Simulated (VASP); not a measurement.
# Cs2AgBiBr6 (Fm-3m) in VASP: a series of runs

Aim: see how the results for Cs2AgBiBr6 move with the level of theory and the settings. Levels: LDA, PBE, PBEsol. Tasks: relaxation of cell and atoms.

Program: VASP 6.6.1. These are calculated values, not measurements. Logs are shortened: lines on timing, memory, paths and dates and some standing lists are left out, and cuts for length are marked.

## Step 1: Starting point

It takes space group Fm-3m (No. 225, cubic). Conventional cell: a = 11.232 Å, b = 11.232 Å, c = 11.232 Å, α = 90.00°, β = 90.00°, γ = 90.00°. Around Bi (site symmetry m-3m) lie 6 Br at 2.81 Å. Cs (site symmetry -43m) is surrounded by 12 Br at 3.97 Å. Ag (site symmetry m-3m) has 6 Br at 2.80 Å as nearest neighbours. Br (site symmetry 4mm) has 1 Ag at 2.80 Å and 1 Bi at 2.81 Å as nearest neighbours.

## Step 2: Relaxation of cell and atoms, LDA

Input file INCAR:

```
SYSTEM = Cs2AgBiBr6
PREC = Accurate
ENCUT = 600
EDIFF = 1E-6
ISMEAR = -1
SIGMA = 0.05
LREAL = .False.
LASPH = .True.
NELM = 60
ALGO = Fast
ISIF = 3
LWAVE = .False.
LCHARG = .False.
GGA = CA
IBRION = 2
NSW = 40
EDIFFG = -0.005
```

Input file KPOINTS:

```
Automatic mesh
0
Gamma
  3 3 3
  0 0 0
```

Input file POSCAR:

```
Cs2AgBiBr6
1.0
    0.0000000000      5.6161000000      5.6161000000
    5.6161000000      0.0000000000      5.6161000000
    5.6161000000      5.6161000000      0.0000000000
Bi Cs Ag Br
1 2 1 6
Direct
    0.0000000000      0.0000000000      0.0000000000
    0.7500000000      0.7500000000      0.7500000000
    0.2500000000      0.2500000000      0.2500000000
    0.5000000000      0.5000000000      0.5000000000
    0.7494500000      0.7494500000      0.2505500000
    0.2505500000      0.2505500000      0.7494500000
    0.7494500000      0.2505500000      0.2505500000
    0.7494500000      0.2505500000      0.7494500000
    0.2505500000      0.7494500000      0.7494500000
    0.2505500000      0.7494500000      0.2505500000
```

Potentials or basis: VASP PAW LDA potentials, release 64 (Bi_d, Cs_sv, Ag, Br).

Started as:

```console
> cat potpaw_LDA.64/Bi_d/POTCAR potpaw_LDA.64/Cs_sv/POTCAR potpaw_LDA.64/Ag/POTCAR potpaw_LDA.64/Br/POTCAR > POTCAR
> mpirun -np 1 vasp_std > vasp.out
```

OUTCAR:

```text
SYSTEM = Cs2AgBiBr6
   PREC = Accurate
   ENCUT = 600
   EDIFF = 1E-6
   ISMEAR = -1
   LREAL = .False.
   LASPH = .True.
   NELM = 60
   ISIF = 3
   GGA = CA
   IBRION = 2
   NSW = 40
   EDIFFG = -0.005

 ion  position               nearest neighbor table
   1  0.000  0.000  0.000-   5 2.81   6 2.81   7 2.81   8 2.81   9 2.81  10 2.81
   2  0.750  0.750  0.750-
   3  0.250  0.250  0.250-
   4  0.500  0.500  0.500-   5 2.80   6 2.80   7 2.80   8 2.80   9 2.80  10 2.80
   5  0.749  0.749  0.251-   4 2.80   1 2.81
   6  0.251  0.251  0.749-   4 2.80   1 2.81
   7  0.749  0.251  0.251-   4 2.80   1 2.81
   8  0.749  0.251  0.749-   4 2.80   1 2.81
   9  0.251  0.749  0.749-   4 2.80   1 2.81
  10  0.251  0.749  0.251-   4 2.80   1 2.81

  LATTYP: Found a face centered cubic cell.
 ALAT       =    11.2322000000

  Lattice vectors:

 A1 = (   0.0000000000,   5.6161000000,   5.6161000000)
 A2 = (   5.6161000000,   0.0000000000,   5.6161000000)
 A3 = (   5.6161000000,   5.6161000000,   0.0000000000)

Analysis of symmetry for initial positions (statically):
=====================================================================
 Subroutine PRICEL returns:
 Original cell was already a primitive cell.

 Routine SETGRP: Setting up the symmetry group for a
 face centered cubic supercell.

 Subroutine GETGRP returns: Found 48 space group operations
 (whereof 48 operations were pure point group operations)
 out of a pool of 48 trial point group operations.

The static configuration has the point symmetry O_h .

Analysis of symmetry for dynamics (positions and initial velocities):
=====================================================================
 Subroutine PRICEL returns:
 Original cell was already a primitive cell.

 Routine SETGRP: Setting up the symmetry group for a
 face centered cubic supercell.

 Subroutine GETGRP returns: Found 48 space group operations
 (whereof 48 operations were pure point group operations)
 out of a pool of 48 trial point group operations.

The dynamic configuration has the point symmetry O_h .

 Subroutine INISYM returns: Found 48 space group operations
 (whereof 48 operations are pure point group operations),
 and found     1 'primitive' translations

----------------------------------------------------------------------------------------

                                     Primitive cell

  volume of cell :     354.2701

  direct lattice vectors                    reciprocal lattice vectors
     0.000000000  5.616100000  5.616100000    -0.089029754  0.089029754  0.089029754
     5.616100000  0.000000000  5.616100000     0.089029754 -0.089029754  0.089029754
     5.616100000  5.616100000  0.000000000     0.089029754  0.089029754 -0.089029754

  length of vectors
     7.942364788  7.942364788  7.942364788     0.154204057  0.154204057  0.154204057

  position of ions in fractional coordinates (direct lattice)
     0.000000000  0.000000000  0.000000000
     0.750000000  0.750000000  0.750000000
     0.250000000  0.250000000  0.250000000
     0.500000000  0.500000000  0.500000000
     0.749450000  0.749450000  0.250550000
     0.250550000  0.250550000  0.749450000
     0.749450000  0.250550000  0.250550000
     0.749450000  0.250550000  0.749450000
     0.250550000  0.749450000  0.749450000
     0.250550000  0.749450000  0.250550000

  ion indices of the primitive-cell ions
   primitive index   ion index
                 1           1
                 2           2
                 3           3
                 4           4
                 5           5
                 6           6
                 7           7
                 8           8
                 9           9
                10          10

----------------------------------------------------------------------------------------

 KPOINTS: Automatic mesh

Automatic generation of k-mesh.
 Grid dimensions read from file:
 generate k-points for:    3    3    3

 Generating k-lattice:

  Cartesian coordinates                     Fractional coordinates (reciprocal lattice)
[... 43 lines left out ...]
   IALGO  =     68    algorithm
   IMIX   =      4    mixing-type and parameters
     AMIX     =   0.40;   BMIX     =  1.00
     AMIX_MAG =   1.60;   BMIX_MAG =  1.00
  volume/ion in A,a.u.               =      35.43       239.07
  Fermi-wavevector in a.u.,A,eV,Ry     =   1.021244  1.929871 14.190049  1.042939
  Thomas-Fermi vector in A             =   2.154858
   LORBIT       =      0    0 simple, 1 ext, 2 COOP (PROOUT), +10 PAW based schemes
   GGA     = CA    functional components
   LHFCALC =     F    Hartree Fock is set to
   AEXX    =    0.0000 exact exchange contribution
   IVDW    =     0    specifies the selected vdW correction
   LEPSILON=     F    determine dielectric tensor
   LRPA    =     F    only Hartree local field effects (RPA)
 conjugate gradient relaxation of ions
 non-spin polarized calculation
 RMM-DIIS sequential band-by-band and
  energy-cutoff  :      600.00
  volume of cell :      354.27
 maximum number of plane-waves:     11862
   NGX = 31   NGY = 31   NGZ = 31

--------------------------------------- Ionic step        1  -------------------------------------------

 number of electron      85.9999996 magnetization

 Free energy of the ion-electron system (eV)
  ---------------------------------------------------
  ext. energy  EPLUGINS =         0.00000000
  ---------------------------------------------------
  free energy    TOTEN  =       -34.16845553 eV

  energy without entropy =      -34.16845550  energy(sigma->0) =      -34.16845551

------------------------ aborting loop because EDIFF is reached ----------------------------------------

  FORCE on cell =-STRESS in cart. coord.  units (eV):
  Direction    XX          YY          ZZ          XY          YZ          ZX
  --------------------------------------------------------------------------------------
  -------------------------------------------------------------------------------------
  Total       -3.0749798     -3.0749798     -3.0749798     -0.0000000      0.0000000      0.0000000
  in kB      -13.9065163    -13.9065163    -13.9065163     -0.0000000      0.0000000      0.0000000
  external PRESSURE =     -13.9065163 kB  Pullay stress =       0.0000000 kB
[... 249 lines left out ...]
  energy  without entropy=      -34.3289444702  energy(sigma->0) =      -34.32894451

--------------------------------------- Ionic step        7  -------------------------------------------

 number of electron      85.9999999 magnetization

 Free energy of the ion-electron system (eV)
  ---------------------------------------------------
  ext. energy  EPLUGINS =         0.00000000
  ---------------------------------------------------
  free energy    TOTEN  =       -34.32923835 eV

  energy without entropy =      -34.32923828  energy(sigma->0) =      -34.32923832

 E-fermi :   2.3377     XC(G=0):  -8.8340

 val. band max:        1.4954558912   @ k =  -0.3333   0.3333   0.0000
 cond. band min:       3.1589502769   @ k =   0.3333   0.0000   0.0000
 fundamental gap:      1.6634943857
 Fermi energy:         2.3376612048

 k-point     1 :       0.0000    0.0000    0.0000
  band No.  band energies     occupation
      1     -21.2774      2.00000
      2     -21.2774      2.00000
      3     -21.2254      2.00000
      4     -21.2254      2.00000
      5     -21.2254      2.00000
      6     -18.8998      2.00000
[... 43 lines left out ...]
     50       6.6731      0.00000
     51       6.8919      0.00000

 k-point     2 :       0.3333    0.0000    0.0000
  band No.  band energies     occupation
      1     -21.2774      2.00000
      2     -21.2774      2.00000
      3     -21.2254      2.00000
      4     -21.2254      2.00000
      5     -21.2254      2.00000
      6     -18.8967      2.00000
[... 43 lines left out ...]
     50       6.6949      0.00000
     51       7.3648      0.00000

 k-point     3 :       0.3333    0.3333    0.0000
  band No.  band energies     occupation
      1     -21.2774      2.00000
      2     -21.2774      2.00000
      3     -21.2254      2.00000
      4     -21.2254      2.00000
      5     -21.2254      2.00000
      6     -18.8966      2.00000
[... 43 lines left out ...]
     50       7.0805      0.00000
     51       7.2687      0.00000

 k-point     4 :      -0.3333    0.3333    0.0000
  band No.  band energies     occupation
      1     -21.2774      2.00000
      2     -21.2774      2.00000
      3     -21.2254      2.00000
      4     -21.2254      2.00000
      5     -21.2254      2.00000
      6     -18.8939      2.00000
[... 80 lines left out ...]
  FREE ENERGIE OF THE ION-ELECTRON SYSTEM (eV)
  ---------------------------------------------------
  free  energy   TOTEN  =       -34.3292383549 eV

  energy  without entropy=      -34.3292382780  energy(sigma->0) =      -34.32923832

 reached required accuracy - stopping structural energy minimisation
```

Run time: 5.7 min. Hardware: 1 thread of Intel Xeon 6975P-C (Granite Rapids), shared host; peak memory 0.52 GiB.

Results:

| Quantity | Value |
| --- | --- |
| Free energy | -34.3292 eV |
| Relaxed volume | 33.33 Å³/atom |
| Relaxed cell | a = 7.782 Å, b = 7.782 Å, c = 7.782 Å, α = 60.00°, β = 60.00°, γ = 60.00° |
| Space group after relaxing (to 0.05 Å) | Fm-3m (No. 225) |
| Energy gained by relaxing | 16.1 meV/atom |
| Ionic steps | 7 |
| Pressure after relaxing | 0.0 GPa |
| Band gap on the k mesh | 1.66 eV, indirect (least direct gap 2.41 eV) |

Forces on the atoms (eV/Å):
```
Bi   0.000  0.000  0.000
Cs   0.000  0.000  0.000
Cs   0.000  0.000  0.000
Ag   0.000  0.000  0.000
Br   0.000  0.000  0.003
Br   0.000  0.000 -0.003
Br  -0.003  0.000  0.000
Br   0.000  0.003  0.000
Br   0.003  0.000  0.000
Br   0.000 -0.003  0.000
```

Step by step:
```csv
step,energy change (eV),largest force (eV/Å),pressure (GPa),volume (Å³)
1,0.0000,0.3369,-1.39,354.27
2,-0.1158,0.3440,-0.25,338.74
3,-0.1287,0.3362,0.34,332.12
4,-0.1573,0.1050,0.16,332.17
5,-0.1605,0.0016,0.10,332.19
6,-0.1605,0.0040,0.09,332.19
7,-0.1608,0.0025,-0.01,333.30
```

Final structure:
```yaml
crystal:
  lattice:
    - [0.00000, 5.50304, 5.50304]
    - [5.50304, 0.00000, 5.50304]
    - [5.50304, 5.50304, 0.00000]
  atoms:
    - { symbol: Bi, position: [0.00000, 0.00000, 0.00000] }
    - { symbol: Cs, position: [0.75000, 0.75000, 0.75000] }
    - { symbol: Cs, position: [0.25000, 0.25000, 0.25000] }
    - { symbol: Ag, position: [0.50000, 0.50000, 0.50000] }
    - { symbol: Br, position: [0.74453, 0.74453, 0.25547] }
    - { symbol: Br, position: [0.25547, 0.25547, 0.74453] }
    - { symbol: Br, position: [0.74453, 0.25547, 0.25547] }
    - { symbol: Br, position: [0.74453, 0.25547, 0.74453] }
    - { symbol: Br, position: [0.25547, 0.74453, 0.74453] }
    - { symbol: Br, position: [0.25547, 0.74453, 0.25547] }
```

Levels at points of the mesh, in eV from the valence-band top:
| k point | band 39 | band 40 | band 41 | band 42 | band 43 | band 44 | band 45 | band 46 | band 47 | band 48 |
| --- | --- | --- | --- | --- | --- | --- | --- | --- | --- | --- |
| (0.00, 0.00, 0.00) | -0.94 | -0.94 | -0.94 | -0.22 | -0.22 | 2.34 | 2.34 | 2.34 | 3.65 | 4.42 |

Caveat: spin-orbit coupling is left out, which as a rule narrows the gap of such compounds by several tenths of an eV; an odd mesh through Γ misses points on the zone boundary, where band edges often lie. Zero-point motion and thermal expansion aren't in these numbers.

## Step 3: Relaxation of cell and atoms, PBE

Changes to INCAR since step 2:

```diff
@@ -13,3 +13,3 @@
 LCHARG = .False.
-GGA = CA
+GGA = PE
 IBRION = 2
```

KPOINTS is that of step 2.

POSCAR is that of step 2.

Potentials or basis: VASP PAW PBE potentials, release 64 (Bi_d, Cs_sv, Ag, Br).

Started as:

```console
> cat potpaw_PBE.64/Bi_d/POTCAR potpaw_PBE.64/Cs_sv/POTCAR potpaw_PBE.64/Ag/POTCAR potpaw_PBE.64/Br/POTCAR > POTCAR
> mpirun -np 1 vasp_std > vasp.out
```

Wall time 9.4 min (1 thread of Intel Xeon 6975P-C (Granite Rapids), shared host); peak memory 0.7 GiB.

It converged, with:

```
Free energy                            : -29.6114 eV
Relaxed volume                         : 37.80 Å³/atom
Relaxed cell                           : a = 8.116 Å, b = 8.116 Å, c = 8.116 Å, α = 60.00°, β = 60.00°, γ = 60.00°
Space group after relaxing (to 0.05 Å) : Fm-3m (No. 225)
Energy gained by relaxing              : 13.7 meV/atom
Ionic steps                            : 5
Pressure after relaxing                : 0.0 GPa
Band gap on the k mesh                 : 1.90 eV, indirect (least direct gap 2.48 eV)
```

The path:
```tsv
step	energy change (eV)	largest force (eV/Å)	pressure (GPa)	volume (Å³)
1	0.0000	0.2920	1.87	354.27
2	-0.1363	0.0229	0.09	375.87
3	-0.1366	0.0360	0.02	376.96
4	-0.1369	0.0253	0.01	377.27
5	-0.1373	0.0006	0.00	377.99
```

Final structure:
```yaml
crystal:
  lattice:
    - [0.00000, 5.73874, 5.73874]
    - [5.73874, 0.00000, 5.73874]
    - [5.73874, 5.73874, 0.00000]
  atoms:
    - { symbol: Bi, position: [0.00000, 0.00000, 0.00000] }
    - { symbol: Cs, position: [0.75000, 0.75000, 0.75000] }
    - { symbol: Cs, position: [0.25000, 0.25000, 0.25000] }
    - { symbol: Ag, position: [0.50000, 0.50000, 0.50000] }
    - { symbol: Br, position: [0.74863, 0.74863, 0.25137] }
    - { symbol: Br, position: [0.25137, 0.25137, 0.74863] }
    - { symbol: Br, position: [0.74863, 0.25137, 0.25137] }
    - { symbol: Br, position: [0.74863, 0.25137, 0.74863] }
    - { symbol: Br, position: [0.25137, 0.74863, 0.74863] }
    - { symbol: Br, position: [0.25137, 0.74863, 0.25137] }
```

Levels at points of the mesh, in eV from the valence-band top:
| k point | band 40 | band 41 | band 42 | band 43 | band 44 | band 45 | band 46 | band 47 |
| --- | --- | --- | --- | --- | --- | --- | --- | --- |
| (0.00, 0.00, 0.00) | -0.65 | -0.65 | -0.23 | -0.23 | 2.67 | 2.67 | 2.67 | 4.04 |

Caveat: spin-orbit coupling is left out, which as a rule narrows the gap of such compounds by several tenths of an eV; an odd mesh through Γ misses points on the zone boundary, where band edges often lie.

## Step 4: Relaxation of cell and atoms, PBEsol

Changes to INCAR since step 3:

```diff
@@ -13,3 +13,3 @@
 LCHARG = .False.
-GGA = PE
+GGA = PS
 IBRION = 2
```

KPOINTS is that of step 3.

POSCAR is that of step 3.

Started as:

```console
> cat potpaw_PBE.64/Bi_d/POTCAR potpaw_PBE.64/Cs_sv/POTCAR potpaw_PBE.64/Ag/POTCAR potpaw_PBE.64/Br/POTCAR > POTCAR
> mpirun -np 1 vasp_std > vasp.out
```

It took 12 min on 1 thread of Intel Xeon 6975P-C (Granite Rapids), shared host; peak memory 0.68 GiB.

It converged, with:

```yaml
Free_energy: -31.8261 eV
Relaxed_volume: 35.03 Å³/atom
Relaxed_cell: a = 7.912 Å, b = 7.912 Å, c = 7.912 Å, α = 60.00°, β = 60.00°, γ = 60.00°
Space_group_after_relaxing_to_0.05_Å: Fm-3m (No. 225)
Energy_gained_by_relaxing: 3.5 meV/atom
Ionic_steps: 7
Pressure_after_relaxing: 0.0 GPa
Largest_force_after_relaxing: 0.005 eV/Å
Band_gap_on_the_k_mesh: 1.75 eV, indirect (least direct gap 2.43 eV)
```

Forces in eV/Å, atoms in the order of the input:
```
Bi   0.000  0.000  0.000
Cs   0.000  0.000  0.000
Cs   0.000  0.000  0.000
Ag   0.000  0.000  0.000
Br   0.000  0.000  0.005
Br   0.000  0.000 -0.005
Br  -0.005  0.000  0.000
Br   0.000  0.005  0.000
Br   0.005  0.000  0.000
Br   0.000 -0.005  0.000
```

Step by step:
| step | energy change (eV) | largest force (eV/Å) | pressure (GPa) | volume (Å³) |
| --- | --- | --- | --- | --- |
| 1 | 0.0000 | 0.3055 | -0.01 | 354.27 |
| 2 | -0.0212 | 0.1747 | -0.13 | 354.15 |
| 3 | -0.0320 | 0.0090 | -0.28 | 353.98 |
| 4 | -0.0351 | 0.0133 | 0.02 | 349.84 |
| 5 | -0.0352 | 0.0130 | -0.01 | 350.22 |
| 6 | -0.0352 | 0.0128 | -0.01 | 350.30 |
| 7 | -0.0352 | 0.0046 | -0.01 | 350.28 |

Final structure:
```
Bi Cs Ag Br
1.0
     0.00000    5.59493    5.59493
     5.59493    0.00000    5.59493
     5.59493    5.59493    0.00000
Bi Cs Ag Br
1 2 1 6
Direct
  0.00000 0.00000 0.00000
  0.75000 0.75000 0.75000
  0.25000 0.25000 0.25000
  0.50000 0.50000 0.50000
  0.74603 0.74603 0.25397
  0.25397 0.25397 0.74603
  0.74603 0.25397 0.25397
  0.74603 0.25397 0.74603
  0.25397 0.74603 0.74603
  0.25397 0.74603 0.25397
```

Levels at points of the mesh, in eV from the valence-band top:
```
           k point  band 41  band 42  band 43  band 44  band 45  band 46
(0.00, 0.00, 0.00)    -0.84    -0.22    -0.22     2.47     2.47     2.47
```

Caveat: the PAW data sets were made with another functional, which shifts forces and pressure a little; spin-orbit coupling is left out, which as a rule narrows the gap of such compounds by several tenths of an eV; an odd mesh through Γ misses points on the zone boundary, where band edges often lie.

## Step 5: The reference run

An earlier run on the cell as given: functional PBEsol; potentials or basis VASP PAW PBE potentials, release 64 (Bi_d, Cs_sv, Ag, Br); cutoff 520 eV; k mesh 4 × 4 × 4; occupations fermi-dirac, width 0.05 eV; no spin polarisation.

- Pressure: 0.0 GPa
- Largest force: 0.308 eV/Å
- Band gap on the k mesh: 1.17 eV, indirect (least direct gap 2.39 eV)

## Step 6: The runs side by side

| task | level | potentials or basis | cell | k mesh | cutoff (eV) | ladder | gap on the mesh (eV) | pressure (GPa) | relaxed volume (Å³/atom) |
| --- | --- | --- | --- | --- | --- | --- | --- | --- | --- |
| relaxation of cell and atoms | LDA | VASP PAW LDA potentials, release 64 (Bi_d, Cs_sv, Ag, Br) | relaxed | 3 × 3 × 3 | 600 | - | 1.66 | 0.0 | 33.33 |
| relaxation of cell and atoms | PBE | VASP PAW PBE potentials, release 64 (Bi_d, Cs_sv, Ag, Br) | relaxed | 3 × 3 × 3 | 600 | - | 1.90 | 0.0 | 37.80 |
| relaxation of cell and atoms | PBEsol | VASP PAW PBE potentials, release 64 (Bi_d, Cs_sv, Ag, Br) | relaxed | 3 × 3 × 3 | 600 | - | 1.75 | 0.0 | 35.03 |
| single point | PBEsol | VASP PAW PBE potentials, release 64 (Bi_d, Cs_sv, Ag, Br) | as given | 4 × 4 × 4 | 520 | free | 1.17 | 0.0 | - |

Alike in all rows: no spin polarisation; smearing fermi-dirac 0.05 eV.

Caveats: spin-orbit coupling is left out, which as a rule narrows the gap of such compounds by several tenths of an eV; an odd mesh through Γ misses points on the zone boundary, where band edges often lie (some runs); the PAW data sets were made with another functional, which shifts forces and pressure a little (some runs).

Absolute energies hang on the potentials; compare differences alone.
